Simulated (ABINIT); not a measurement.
Runs of ABINIT 10.8.3 (patched build) on PtS2. Symmetry: P-3m1, No. 164, trigonal system. Conventional cell: a = 3.543 Å, b = 3.543 Å, c = 5.039 Å, α = 90.00°, β = 90.00°, γ = 120.00°. Pt (site symmetry -3m) is surrounded by 6 S at 2.34 Å. S (site symmetry 3m) has 3 Pt at 2.34 Å as nearest neighbours. 

```csv
task,level,potentials or basis,cell,k mesh,cutoff (eV),smearing,cell freedom (optcell),optimiser (ionmov),cutoff smearing ecutsm (Ha),force stop (Ha/bohr),cutoff of the screening (Ha),mesh quality,gap on the mesh (eV),pressure (GPa),largest force (eV/Å)
relaxation of cell and atoms,LDA,PseudoDojo NC SR LDA v0.4.1 standard,relaxed,7 × 7 × 4,1088,fermi-dirac 0.05 eV,2,2,0.5,2e-05,-,not flagged,(a),0.0,-
single point,PBE,PseudoDojo NC SR PBE v0.4.1 standard,as given,7 × 7 × 4,1143,fermi-dirac 0.05 eV,-,-,-,-,-,not flagged,(b),11.4,1.24
single point,PBEsol,PseudoDojo NC SR PBEsol v0.4 stringent,as given,7 × 7 × 4,1034,fermi-dirac 0.05 eV,-,-,-,-,-,not flagged,0.76,(c),0.94
dielectric tensor,PBE,PseudoDojo NC SR PBE v0.4.1 standard,as given,"4 × 4 × 4, shifted",1143,fixed,-,-,-,-,-,coarse,-,11.2,1.33
```

Alike in all rows: no spin polarisation.

Q: Fill in the values left out.

A: (a) none; (b) 0.83; (c) 6.0.

Caveats: some runs use coarse meshes; spin-orbit coupling is left out, which moves the levels of the heavy elements (some runs); an odd mesh through Γ misses points on the zone boundary, where band edges often lie (some runs); forces of over 1 eV/Å show positions far from the minimum, so gaps and moduli don't describe the material at rest (some runs); the cell is more than 3 GPa from zero pressure, which shifts response properties (some runs).

A k mesh can miss the band edges, and the runs leave out spin-orbit coupling on Pt.

Not every run made on this cell is shown here.
